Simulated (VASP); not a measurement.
# MgS (Niningerite) under changes of volume

One of the cells (17.064 Å³/atom); the others are scaled copies at fixed shape and fractional positions:

```
CELL_PARAMETERS angstrom
0.00000 2.57451 2.57451
2.57451 0.00000 2.57451
2.57451 2.57451 0.00000
ATOMIC_POSITIONS crystal
S 0.50000 0.50000 0.50000
Mg 0.00000 0.00000 0.00000
```

```yaml
Program: VASP 6.6.1
Functional: PBE
Dispersion: D3(BJ)
Potentials_or_basis: VASP PAW PBE potentials, release 64 (S, Mg)
Cutoff: 520 eV
k_mesh: 8 × 8 × 8
Occupations: gaussian, width 0.02 eV
Spin: no spin polarisation
```

```csv
volume (Å³/atom),energy over the lowest point (meV/atom),pressure (GPa),gap on the mesh (eV)
16.382,7.55,3.6,2.93
16.723,?,?,?
17.064,0.00,0.0,2.84
17.405,1.64,-1.6,2.80
17.747,6.45,-3.0,2.76
```

**Question.** What does the run at 16.723 Å³/atom give?

**Answer.** Energy over the lowest point 1.84 meV/atom; pressure 1.7 GPa; gap on the mesh 2.89 eV.

Worked out: A Birch-Murnaghan fit of order 2 (a polynomial in V^(-2/3)) to the other rows has its minimum at 17.07 Å³/atom with B0 = V·E''(V) = 82 GPa. It gives 1.85 meV/atom at 16.723 Å³/atom, against the run's 1.84, and -dE/dV = 1.7 GPa, against 1.7. A straight line through the other rows of the gap, of slope -2.13 eV per unit of ln V, gives 2.89 eV, against the run's 2.89.

Energies are extrapolated to zero smearing.

A mesh can miss the band edges.
